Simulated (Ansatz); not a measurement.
# Ta2Si: the cost of one run

Computed with Ansatz 0.2.0 (DFT PBEsol, scalar-relativistic, plane waves, PAW, unless a step's input says otherwise).

1 further run of the same task is left out (set aside as unsound or not needed).

### 1 The system as given

It takes space group I4/mcm (No. 140, tetragonal). Conventional cell: a = 6.137 Å, b = 6.137 Å, c = 5.040 Å, α = 90.00°, β = 90.00°, γ = 90.00°. Ta (site symmetry m2m) is surrounded by 4 Si at 2.62 Å and 3 Ta at 2.83 to 2.94 Å. Around Si (site symmetry 422) lie 2 Si at 2.52 Å and 8 Ta at 2.62 Å.

As a file:

```cif
data_structure
_symmetry_space_group_name_H-M 'P 1'
_symmetry_Int_Tables_number 1
_cell_length_a 5.0179
_cell_length_b 5.0179
_cell_length_c 5.0179
_cell_angle_alpha 104.607
_cell_angle_beta 104.607
_cell_angle_gamma 119.712
_cell_volume 94.90
loop_
_atom_site_label
_atom_site_type_symbol
_atom_site_fract_x
_atom_site_fract_y
_atom_site_fract_z
_atom_site_occupancy
Ta1 Ta 0.66307 0.83693 0.50000 1
Ta2 Ta 0.83693 0.33693 0.17387 1
Ta3 Ta 0.33693 0.16307 0.50000 1
Ta4 Ta 0.16307 0.66307 0.82613 1
Si1 Si 0.25000 0.25000 0.00000 1
Si2 Si 0.75000 0.75000 0.00000 1
```

It goes back to an entry of the Materials Project, which need not be the stable form.

This cell was relaxed beforehand with the same method: volume 15.82 Å³/atom, gap on the mesh none (metal).

### 2 Zero of the scan

File input.yaml:

```yaml
crystal:
  lattice:
    - [-3.0683767195, 3.0683767195, 2.5198993614]
    - [3.0683767195, -3.0683767195, 2.5198993614]
    - [3.0683767195, 3.0683767195, -2.5198993614]
  atoms:
    - { symbol: Ta, position: [0.6630661939, 0.8369338061, 0.5] }
    - { symbol: Ta, position: [0.8369338061, 0.3369338061, 0.1738676123] }
    - { symbol: Ta, position: [0.3369338061, 0.1630661939, 0.5] }
    - { symbol: Ta, position: [0.1630661939, 0.6630661939, 0.8261323877] }
    - { symbol: Si, position: [0.25, 0.25, 0.0] }
    - { symbol: Si, position: [0.75, 0.75, 0.0] }
basis:
  ecutwfc: 420
kpoints:
  mp_grid: { grid: [10, 10, 10] }
hamiltonian:
  xc: pbesol
scf:
  occupations: { method: gaussian, width: 0.15 }
output:
  forces: true
  stress: true
  eigenvalues: true
  write_density: true
  write_potential: true
  elf: true
  volumetric_format: npy
```

Launch:

```
$ ansatz run input.yaml --threads 2 --pin off --max-ram 5120MiB --backend cpu --events-out ev --progress --plain --runs-dir out
```

What time and memory should one allow on 2 threads of AMD EPYC 9R45 (Zen 5), shared host?

About 3.7 s, with a peak of 0.58 GiB.
